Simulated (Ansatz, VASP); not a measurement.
**CsH4 in VASP and in Ansatz**

```
CELL_PARAMETERS angstrom
3.55879 0.00000 0.00000
-1.77940 3.08200 0.00000
0.00000 0.00000 5.02747
ATOMIC_POSITIONS crystal
Cs 0.00000 0.00000 0.50000
H 0.50000 0.00000 0.00000
H 0.00000 0.50000 0.00000
H 0.50000 0.50000 0.00000
H 0.00000 0.00000 0.00000
```

Alike in both runs: functional PBE; k mesh 6 × 6 × 4; occupations gaussian, width 0.1 eV; no spin polarisation.

Ansatz relaxed the structure, and its values are those at the end. VASP's run is a single point on that final structure, the one shown.

```csv
,VASP,Ansatz
version,VASP 6.6.1,Ansatz 0.2.0
potentials or method,"VASP PAW PBE potentials, release 64 (Cs_sv, H)","scalar-relativistic, plane waves, PAW"
plane-wave cutoff (eV),520,420
valence electrons in the cell,13,13
```

|  | VASP | Ansatz | Ansatz less VASP |
| --- | --- | --- | --- |
| gap on the k mesh at the Fermi level (eV) | none | none | - |
| pressure (GPa) | 0.2 | 0.0 | -0.20 |

A gap of «none» marks a metal or a gap that the smearing closes. With one functional, cell and mesh, what is left measures potentials, basis and numerics.

Spin-orbit coupling is left out, which matters for the levels of Cs.
